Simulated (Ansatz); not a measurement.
Runs of Ansatz 0.2.0 on MgB2. The structure is hexagonal, space group P6/mmm (No. 191). The conventional cell has a = 3.085 Å, b = 3.085 Å, c = 3.523 Å, α = 90.00°, β = 90.00°, γ = 120.00°. Mg (site symmetry 6/mmm) has 12 B at 2.51 Å as nearest neighbours. B (site symmetry -6m2) has 3 B at 1.78 Å as nearest neighbours. 

```csv
task,level,cell,cutoff (eV),pressure (GPa),V0 of scaled cells (Å³/atom),relaxed volume (Å³/atom),B0 (GPa)
relaxation of cell and atoms,rPW86-PBE+rVV10,relaxed,420,0.0,-,(b),-
equation of state,revPBE,as given,420,-,9.79,-,(a)
density of states,LDA,as given,420,-7.5,-,-,-
relaxation of cell and atoms,r2SCAN+D3(BJ),relaxed,500,0.0,-,9.39,-
equation of state,PBEsol+D3(BJ),as given,420,-,9.24,-,162
```

Alike in all rows: potentials or basis Ansatz PAW; no spin polarisation; k mesh 10 × 10 × 8; smearing fermi-dirac 0.05 eV.

Fill in the values left out.

(a) 147; (b) 9.59.

Caveats: the PAW data sets come from PBE, with cores solved anew for the run's functional, which leaves a small shift of forces and pressure (some runs); the plane-wave basis is chosen anew once the cell has moved, so the energies of steps on either side of that aren't comparable (some runs); the cell was scaled at fixed shape and fractional positions, which overstates the stiffness of a crystal with free parameters, most of all of layers and chains (some runs); the potentials were made for another functional, which shifts forces and pressure (some runs); the dispersion damping was fitted for another functional or another form of the correction (some runs).

Runs at the PBE level aren't shown here.
